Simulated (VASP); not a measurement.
**TiO2 (Anatase) under changes of volume**

One of the cells (11.581 Å³/atom); the others are scaled copies at fixed shape and fractional positions:

```
Ti O
1.0
    -1.90463    1.90463    4.78881
     1.90463   -1.90463    4.78881
     1.90463    1.90463   -4.78881
Ti O
2 4
Direct
  0.75000 0.25000 0.50000
  0.00000 0.00000 0.00000
  0.79190 0.79190 0.00000
  0.54190 0.04190 0.50000
  0.95810 0.45810 0.50000
  0.20810 0.20810 0.00000
```

```yaml
Program: VASP 6.6.1
Functional: PBEsol
Potentials_or_basis: VASP PAW PBE potentials, release 64 (Ti_sv, O)
Cutoff: 520 eV
k_mesh: 10 × 10 × 10
Occupations: fermi-dirac, width 0.05 eV
Spin: no spin polarisation
```

```csv
volume (Å³/atom),energy over the lowest point (meV/atom),pressure (GPa),gap on the mesh (eV),largest force (eV/Å)
10.673,27.60,15.1,2.19,0.414
10.900,?,?,?,?
11.127,0.00,4.3,2.11,0.136
11.581,0.17,-4.5,2.02,0.103
11.808,8.98,-8.3,1.98,0.210
12.035,22.83,-11.7,1.94,0.309
```

What does the run at 10.900 Å³/atom give?

Energy over the lowest point 9.95 meV/atom; pressure 9.4 GPa; gap on the mesh 2.15 eV; largest force 0.270 eV/Å.

Worked out: A Birch-Murnaghan fit of order 3 (a polynomial in V^(-2/3)) to the other rows has its minimum at 11.35 Å³/atom with B0 = V·E''(V) = 220 GPa and B' = 4.3 at fixed shape and positions, which overstates the stiffness. It gives 9.95 meV/atom at 10.900 Å³/atom, against the run's 9.95, and -dE/dV = 9.6 GPa, against 9.4. A straight line through the other rows of the gap, of slope -2.1 eV per unit of ln V, gives 2.15 eV, against the run's 2.15.

Energies are extrapolated to zero smearing.

Caveats: the PAW data sets were made with another functional, which shifts forces and pressure a little.

A mesh can miss the band edges.
